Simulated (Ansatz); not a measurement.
**Antimony, omega (AlB2-type) under PBE: ground state and equation of state**

Aim: take antimony in the omega (AlB2-type) structure, relax it, solve it on a dense k-mesh, then scale the cell to 7 volumes from 88 to 112 % of the relaxed one and try a fit of the equation of state. Spin polarisation is left out. The k-meshes are 7×7×10 for the relaxation; 9×9×13 for the dense run; 9×9×13 for the volumes.

Computed with Ansatz 0.2.0 (DFT PBE, plane waves (420 eV) with PAW, scalar-relativistic, unless a step says otherwise).

## (1) The structure to begin with

Symmetry: P6/mmm, No. 191, hexagonal system. Conventional cell: a = 5.356 Å, b = 5.356 Å, c = 3.283 Å, α = 90.00°, β = 90.00°, γ = 120.00°. Sb (site symmetry 6/mmm) is surrounded by 14 Sb at 3.28 to 3.50 Å. Around Sb (site symmetry -6m2) lie 11 Sb at 3.09 to 3.50 Å.

Coordinates:

```xyz
3
Lattice="5.3556 0.0000 0.0000 -2.6778 4.6381 0.0000 0.0000 0.0000 3.2830" Properties=species:S:1:pos:R:3 pbc="T T T"
Sb    0.0000    0.0000    0.0000
Sb    0.0000    3.0921    1.6415
Sb    2.6778    1.5460    1.6415
```

## (2) Relaxing cell and atoms

The input, input.yaml:

```yaml
crystal:
  lattice:
    - [5.3555937617, 0.0, 0.0]
    - [-2.6777968808, 4.63808025, 0.0]
    - [0.0, 0.0, 3.2829789759]
  atoms:
    - { symbol: Sb, position: [0.0, 0.0, 0.0] }
    - { symbol: Sb, position: [0.3333333333, 0.6666666667, 0.5] }
    - { symbol: Sb, position: [0.6666666667, 0.3333333333, 0.5] }
hamiltonian:
  xc: pbe
  pseudopotentials:
    kind: paw
    azcp:
      Sb: "pseudopotentials/Sb.paw.azcp"
basis:
  ecutwfc: 420
  fft_grid_basis: typed
kpoints:
  mp_grid: { grid: [7, 7, 10], shift: [0, 0, 0] }
magnetization:
  spin_polarized: false
scf:
  occupations: { method: fermi_dirac, width: 0.1 }
relax:
  max_steps: 60
  f_tol: 0.01
  cell: {}
```

After this run come: The energy on a finer k-mesh; At 88 % of the relaxed volume; At 92 % of the relaxed volume; At 96 % of the relaxed volume; At 100 % of the relaxed volume; At 104 % of the relaxed volume; At 108 % of the relaxed volume; At 112 % of the relaxed volume.

Q: Predict the outcome of this session. Wanted: space group; conventional cell; volume; shortest distance; gap on the mesh; relative to A7 rhombohedral; V₀, B₀, B₀′.

**Answer**, as computed:

| quantity | value |
| --- | --- |
| space group (spins left aside) | P6/mmm (No. 191) |
| conventional cell | a = 5.435 Å, c = 3.241 Å (c/a = 0.596) |
| volume | 27.635 Å³/atom |
| shortest distance | 3.138 Å |
| gap on the mesh | none (levels filled in part) |
| relative to A7 rhombohedral | +249 meV/atom |
| V₀, B₀, B₀′ | 27.492 Å³/atom, 59 GPa, 4.7 |

From the guessed start the volume grew by 1.7 % in 5 steps. Against the reference form of antimony (A7 rhombohedral, computed apart with the same settings) it stands 249 meV/atom higher, so it is far from stable. No gap shows: it is a metal or semimetal at this level. The fitted modulus is 59 GPa; letting shape and positions relax at each volume could only lower it. The symmetry was held, so the structure may be unstable against distortions that break it.
